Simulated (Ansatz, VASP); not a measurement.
## One calculation of HfC, two programs

POSCAR

```
HfC
1.0
    0.0000000000      2.2775377028      2.2775377028
    2.2775377028      0.0000000000      2.2775377028
    2.2775377028      2.2775377028      0.0000000000
Hf C
1 1
Direct
    0.5000000000      0.5000000000      0.5000000000
    0.0000000000      0.0000000000      0.0000000000
```

File INCAR.step1:

```
  PREC = Accurate
  ENCUT = 520
  ISMEAR = -1
  SIGMA = 0.05
  LREAL = F
  LASPH = T
  NELM = 100
  NBANDS = 14
  GGA = PE
  ALGO = Normal
  EDIFF = 1E-4
  LWAVE = T
  LCHARG = F
```

The input INCAR.step2:

```
  PREC = Accurate
  ENCUT = 520
  EDIFF = 1E-6
  ISMEAR = -1
  SIGMA = 0.05
  LREAL = F
  LASPH = T
  NELM = 100
  ALGO = Normal
  ISIF = 2
  LWAVE = F
  LCHARG = F
  METAGGA = R2SCAN
  LMIXTAU = T
  NBANDS = 14
  ISTART = 1
```

KPOINTS

```
regular mesh
0
Gamma
  10 10 10
```

Contents of input.yaml:

```yaml
crystal:
  lattice:
    - [0.0, 2.2775377028, 2.2775377028]
    - [2.2775377028, 0.0, 2.2775377028]
    - [2.2775377028, 2.2775377028, 0.0]
  atoms:
    - { symbol: Hf, position: [0.5, 0.5, 0.5] }
    - { symbol: C, position: [0.0, 0.0, 0.0] }
hamiltonian:
  xc: r2scan
  pseudopotentials: { kind: paw }
kpoints:
  mp_grid: { grid: [10, 10, 10] }
scf:
  occupations: { method: fermi_dirac, width: 0.05 }
output:
  forces: true
  stress: true
  eigenvalues: true
  write_density: true
  write_potential: true
  elf: true
  volumetric_format: npy
```

Alike in both runs: task single point; functional r2SCAN; k mesh 10 × 10 × 10; occupations fermi-dirac, width 0.05 eV; no spin polarisation.

|  | VASP | Ansatz |
| --- | --- | --- |
| version | VASP 6.6.1 | Ansatz 0.2.0 |
| potentials or method | VASP PAW PBE potentials, release 64 (Hf_pv, C) | Ansatz PAW |
| plane-wave cutoff (eV) | 520 | 500 |
| valence electrons in the cell | 14 | 30 |

```tsv
	VASP	Ansatz	Ansatz less VASP
gap on the k mesh at the Fermi level (eV)	none	none	-
pressure (GPa)	14.5	15.3	+0.77
```

A gap of «none» marks a metal or a gap that the smearing closes. The two sets of potentials don't hold the same shells in valence.

Caveats: the PAW data sets were made with another functional, which shifts forces and pressure a little (VASP); the PAW data sets come from PBE, with cores solved anew for the run's functional, which leaves a small shift of forces and pressure (Ansatz). Spin-orbit coupling is left out, which matters for the levels of Hf.
